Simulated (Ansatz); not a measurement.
## AlNi under changes of volume

One of the cells (11.736 Å³/atom); the others are scaled copies at fixed shape and fractional positions:

```xyz
2
Lattice="1.9387 -1.9532 0.0000 1.9387 1.9532 0.0000 0.0000 0.0000 3.0994" Properties=species:S:1:pos:R:3 pbc="T T T"
Ni    1.9387    0.0000    1.5497
Al    0.0000    0.0000    0.0000
```

The cell comes from a database or a generator and needn't be the stable form of this composition.

| Quantity | Value |
| --- | --- |
| Program | Ansatz 0.2.0 |
| Functional | PBEsol |
| Potentials or basis | all-electron LAPW, scalar-relativistic |
| Cutoff | 281 eV (chosen from the basis error) |
| Basis error allowed | 0.0005 eV/atom |
| k mesh | 10 × 10 × 9 |
| Occupations | fermi-dirac, width 0.05 eV |
| Spin | collinear spin, ferromagnetic start |
| Starting moments | [1.0, 0.0] μB |

```tsv
volume (Å³/atom)	energy over the lowest point (meV/atom)	pressure (GPa)
11.032	27.35	12.7
11.267	12.14	8.2
11.502	3.23	4.1
11.736	0.00	0.4
11.971	1.85	-2.9
12.206	?	?
12.441	18.85	-8.5
```

Task: What does the run at 12.206 Å³/atom give?

Result: Energy over the lowest point 8.29 meV/atom; pressure -5.8 GPa.

Worked out: A Birch-Murnaghan fit of order 3 (a polynomial in V^(-2/3)) to the other rows has its minimum at 11.76 Å³/atom with B0 = V·E''(V) = 172 GPa and B' = 4.3 at fixed shape and positions, which overstates the stiffness. It gives 8.28 meV/atom at 12.206 Å³/atom, against the run's 8.29, and -dE/dV = -5.8 GPa, against -5.8.

Energies are extrapolated to zero smearing.

Caveats: the starting moments weren't kept.
